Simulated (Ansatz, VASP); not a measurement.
# Two plane-wave programs on Be

INCAR

```
ALGO = Normal
EDIFF = 1E-6
EDIFFG = -0.01
ENCUT = 600
GGA = RE
IBRION = 2
ISIF = 3
ISMEAR = -1
LASPH = True
LCHARG = False
LREAL = False
LWAVE = False
NELM = 60
NSW = 60
PREC = Accurate
SIGMA = 0.05
```

The input KPOINTS:

```
k-points
0
Gamma
  13 13 10
```

File POSCAR:

```
Be
1.0
    2.0208100000      0.0000000000      0.0000000000
    0.0000000000      2.0208100000      0.0000000000
    0.0000000000      0.0000000000      2.6616400000
Be
1
Direct
    0.0000000000      0.0000000000      0.5000000000
```

File input.yaml:

```yaml
crystal:
  lattice:
    - [2.02081, 0.0, 0.0]
    - [0.0, 2.02081, 0.0]
    - [0.0, 0.0, 2.66164]
  atoms:
    - { symbol: Be, position: [0.0, 0.0, 0.5] }
hamiltonian:
  xc: revpbe
  pseudopotentials: { kind: paw }
kpoints:
  mp_grid: { grid: [13, 13, 10] }
scf:
  occupations: { method: fermi_dirac, width: 0.05 }
output:
  forces: true
  stress: true
  eigenvalues: true
  write_density: true
  write_potential: true
  elf: true
  volumetric_format: npy
relax:
  f_tol: 0.01
  max_steps: 40
  cell: { stress_tol: 0.05 }
```

The cell was built by a generator and needn't be a form met in nature.

Alike in both runs: task relaxation of cell and atoms; functional revPBE; k mesh 13 × 13 × 10; occupations fermi-dirac, width 0.05 eV; no spin polarisation.

```csv
,VASP,Ansatz
version,VASP 6.6.1,Ansatz 0.2.0
potentials or method,"VASP PAW PBE potentials, release 64 (Be)",Ansatz PAW
plane-wave cutoff (eV),600,420
valence electrons in the cell,2,2
```

Ansatz gave:

| Quantity | Value |
| --- | --- |
| gap on the k mesh at the Fermi level, each at its own relaxed structure (eV) | none |
| relaxed volume (Å³/atom) | 11.14 |
| relaxed cell length with the largest relative difference (Å) | 2.688 |
| energy change over the relaxation (meV/atom) | -1 |

**Question.** Which values does VASP return?

**Answer.** gap on the k mesh at the Fermi level, each at its own relaxed structure (eV): none; relaxed volume (Å³/atom): 11.14; relaxed cell length with the largest relative difference (Å): 2.686; energy change over the relaxation (meV/atom): -1.

A gap of «none» marks a metal or a gap that the smearing closes.

Caveats: the PAW data sets were made with another functional, which shifts forces and pressure a little (VASP); the plane-wave basis is chosen anew once the cell has moved, so the energies of steps on either side of that aren't comparable (Ansatz); the PAW data sets come from PBE, with cores solved anew for the run's functional, which leaves a small shift of forces and pressure (Ansatz).
